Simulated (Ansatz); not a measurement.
Runs of Ansatz 0.2.0 on GaCuSe2. Symmetry: I-42d, No. 122, tetragonal system. The conventional cell has a = 5.619 Å, b = 5.619 Å, c = 11.026 Å, α = 90.00°, β = 90.00°, γ = 90.00°. Se (site symmetry 2) has 2 Ga at 2.42 Å and 2 Cu at 2.42 Å as nearest neighbours. Ga (site symmetry -4) is surrounded by 4 Se at 2.42 Å. Cu (site symmetry -4) is surrounded by 4 Se at 2.42 Å. 

| level | U | hubbard projectors | double counting | gap on the mesh (eV) | pressure (GPa) | relaxed volume (Å³/atom) |
| --- | --- | --- | --- | --- | --- | --- |
| PBEsol+U | Cu d U = 3 eV | ortho-atomic (the default) | fll (the default) | (a) | 0.0 | (b) |
| PBEsol+U | Cu d U = 4 eV | ortho-atomic (the default) | fll (the default) | 0.56 | 0.0 | 21.61 |
| PBEsol+U | Cu d U = 5 eV | ortho-atomic (the default) | fll (the default) | 0.64 | 0.0 | (c) |
| PBEsol | - | - | - | 0.12 | 0.0 | 21.47 |
| PBEsol+U | Cu d U = 6 eV | ortho-atomic (the default) | fll (the default) | 0.72 | 0.0 | 21.70 |

Alike in all rows: task relaxation of cell and atoms; potentials or basis Ansatz PAW; no spin polarisation; cell relaxed; k mesh 7 × 7 × 7; cutoff (eV) 420; smearing fermi-dirac 0.05 eV.

Task: Estimate the missing entries.

Result: (a) 0.47; (b) 21.57; (c) 21.65.

Caveats: odd divisions of the mesh miss points on the zone boundary, where band edges often lie, so the gap on the mesh can be too wide; the plane-wave basis is chosen anew once the cell has moved, so the energies of steps on either side of that aren't comparable; the PAW data sets come from PBE, with cores solved anew for the run's functional, which leaves a small shift of forces and pressure.

A k mesh can miss the band edges, and the runs leave out spin-orbit coupling on Ga, Se.
